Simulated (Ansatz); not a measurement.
**Response to strain in AgCl**

Start from AgCl in the rock salt structure (space group Fm-3m, No. 225; a = 5.4475 Å). Axes: x, y, z lie along the cube axes.

Strains are applied to the cell and any free atomic positions relax.

All numbers come from Ansatz (a first-principles code) PBEsol, no spin-orbit coupling.

Notes on the quantities. pressure: mean of the normal stresses, compression positive; energy relative to the base: free energy F.

```tsv
case	pressure	electron mass	smallest direct gap	volume per atom	energy relative to the base
base	0.00 GPa	0.25 mₑ (at Γ)	3.03 eV	20.21 Å³	0 meV/atom
uniaxial strain ε_zz = −3.00 %	1.98 GPa	0.24 mₑ along z, 0.26 mₑ across (at Γ)	3.14 eV	19.60 Å³	+5.1 meV/atom
uniaxial strain ε_zz = −2.50 %	1.61 GPa	0.24 mₑ along z, 0.26 mₑ across (at Γ)	3.12 eV	19.70 Å³	+3.4 meV/atom
uniaxial strain ε_zz = −1.50 %	0.92 GPa	–	3.08 eV	19.90 Å³	+1.2 meV/atom
uniaxial strain ε_zz = −1.00 %	(withheld)	0.25 mₑ (at Γ)	(withheld)	20.00 Å³	+0.5 meV/atom
uniaxial strain ε_zz = −0.50 %	0.29 GPa	0.25 mₑ (at Γ)	3.04 eV	20.11 Å³	+0.1 meV/atom
uniaxial strain ε_zz = +0.50 %	-0.28 GPa	0.25 mₑ (at Γ)	3.01 eV	20.31 Å³	+0.1 meV/atom
uniaxial strain ε_zz = +1.00 %	-0.54 GPa	0.25 mₑ (at Γ)	3.00 eV	20.41 Å³	+0.5 meV/atom
uniaxial strain ε_zz = +2.50 %	-1.25 GPa	0.27 mₑ along z, 0.25 mₑ across (at Γ)	2.95 eV	20.71 Å³	+2.7 meV/atom
uniaxial strain ε_zz = +3.00 %	-1.46 GPa	0.27 mₑ along z, 0.25 mₑ across (at Γ)	2.94 eV	20.81 Å³	+3.8 meV/atom
```

Task: Complete the table.

Result: 
- uniaxial strain ε_zz = −1.00 %, pressure: 0.60 GPa
- uniaxial strain ε_zz = −1.00 %, smallest direct gap: 3.06 eV

Masses are band curvatures over ±0.01 Å⁻¹ around the edge. Whether these cells are dynamically stable was not tested.
